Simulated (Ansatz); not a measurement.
# hcp against fcc along group 14

The calculation used DFT, r2SCAN, plane waves (500 eV) with PAW, scalar-relativistic in Ansatz. (PAW data from PBE, frozen cores regenerated.)

Each structure is relaxed within its symmetry, in the lowest magnetic state of the tried starts. Differences under about 8 meV lie within the error of the k-point mesh.

```
element  E(hcp) − E(fcc) (meV/atom)  V(hcp) (Å³/atom)  V(fcc) (Å³/atom)       state of hcp       state of fcc
     Si                         -41             13.72             13.73  spin not included  spin not included
     Ge                           4             18.75             18.95  spin not included  spin not included
     Sn                          -6             26.99             27.33  spin not included  spin not included
     Pb                          16             30.98             31.05  spin not included  spin not included
```
